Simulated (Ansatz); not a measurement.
Relaxing gallium (fcc)

All numbers below come from DFT, BLYP, plane waves (420 eV) with PAW, scalar-relativistic in Ansatz. The PAW files were generated under PBE, with cores re-solved for the functional.

k-point mesh 13×13×13, Fermi-Dirac smearing 0.1 eV, no spin polarisation. Cell and atoms relax.

Starting structure:

```cif
data_structure
_symmetry_space_group_name_H-M 'P 1'
_symmetry_Int_Tables_number 1
_cell_length_a 3.0261
_cell_length_b 3.0261
_cell_length_c 3.0261
_cell_angle_alpha 60.000
_cell_angle_beta 60.000
_cell_angle_gamma 60.000
_cell_volume 19.59
loop_
_atom_site_label
_atom_site_type_symbol
_atom_site_fract_x
_atom_site_fract_y
_atom_site_fract_z
_atom_site_occupancy
Ga1 Ga 0.00000 0.00000 0.00000 1
```

Question: What cell does the relaxation end in?

Answer: Fm-3m with a = 4.422 Å; 21.61 Å³ per atom against 19.59 at the start (10.3 %).

Question: How much energy does the relaxation gain?

Answer: 22.1 meV per atom.
